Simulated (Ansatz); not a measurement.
# BN (Fmm2): all-electron equation of state in Python

Where is the equilibrium volume of BN (Fmm2) with all electrons, and how stiff is it? A script is to give an all-electron equation of state; the system is BN (Fmm2).

Program: Ansatz 0.2.0, driven from Python. Level of theory: DFT LDA, all-electron LAPW. These are calculated values, not measurements.

## 1. The structure

It takes space group Fmm2 (No. 42, orthorhombic). Conventional cell: a = 2.503 Å, b = 6.991 Å, c = 4.332 Å, α = 90.00°, β = 90.00°, γ = 90.00°. B (site symmetry mm2) has 3 N at 1.44 Å as nearest neighbours. Around N (site symmetry mm2) lie 3 B at 1.44 Å.

The script holds or builds the structure itself.

## 2. Script

eos_lapw_bn.py reads:

```python
"""E(V) of BN on LAPW."""

import warnings

import ansatz as az
from ase.eos import EquationOfState
from ase.units import GPa
import numpy as np

FUNCTIONAL = "LDA"
OCCUPATIONS = "fixed"
SCF_TOL = 1e-08
MESH = (10, 10, 10)

VECTORS = np.array([
    [0.0, 3.495316, 2.166091],
    [1.251632, 0.0, 2.166091],
    [1.251632, 3.495316, 0.0],
])
SITES = [
    ("B", [4.9e-05, 4.9e-05, 0.999951]),
    ("N", [2 / 3, 2 / 3, 1 / 3]),
]


def make_crystal(cell):
    crystal = az.Crystal(lattice=az.Lattice.of(cell))
    for symbol, position in SITES:
        crystal = crystal.atom(symbol, position)
    return crystal


def main() -> None:
    warnings.simplefilter("ignore", az.DeckWarning)

    volumes, energies = [], []
    for scale in np.linspace(0.92, 1.08, 5):
        cell = VECTORS * scale ** (1 / 3)
        calculation = (
            make_crystal(cell).calculation()
            .functional(FUNCTIONAL)
            .occupations(OCCUPATIONS)
            .scf(tolerance=SCF_TOL)
            .kpoints(*MESH)
            .pseudopotentials("all_electron", lapw=True)
        )
        summary = calculation.run(threads=1, backend="cpu").report
        volumes.append(abs(np.linalg.det(cell)) / len(SITES))
        energies.append(summary["free_energy_ev"] / len(SITES))
        print(f"{scale:.3f} {volumes[-1]:9.4f} A^3/atom {energies[-1]:16.5f} eV/atom  (estimated basis error {1000 * summary['lapw_basis_errors']['total_ev_per_atom']:.2f} meV/atom)")
    v0, e0, bulk = EquationOfState(volumes, energies, eos="birchmurnaghan").fit()
    print(f"V0 = {v0:.4f} A^3/atom, B0 = {bulk / GPa:.1f} GPa")


if __name__ == "__main__":
    main()
```

## 3. Running it

The run is started by

```console
> python eos_lapw_bn.py
```

**Question.** Estimate the equilibrium volume and the bulk modulus.

As calculated:

| quantity | value |
| --- | --- |
| runs compared | 5 |
| range of energy | 57.13 meV/atom |
| lowest point, volume (Å³/atom) | 9.476 |
| equilibrium volume (fit) | 9.31 Å³/atom |
| bulk modulus (fit) | 239 GPa |

A third-order Birch-Murnaghan fit through the 5 points has its minimum at 9.31 Å³ an atom, 1.8 % below the typed cell, with a bulk modulus of 239 GPa and dB/dP = 3.6. From that minimum the energy rises by 31.1 meV an atom on the compressed side and 59.3 meV on the expanded side. Caveats:
- All-electron totals depend on functional, relativistic treatment and basis; only differences at equal settings carry meaning.
- Shape and fractional positions are held along the curve, so the bulk modulus is an upper value where they are free to relax.
- This cell is a computed structure, which may not be the phase found in nature.
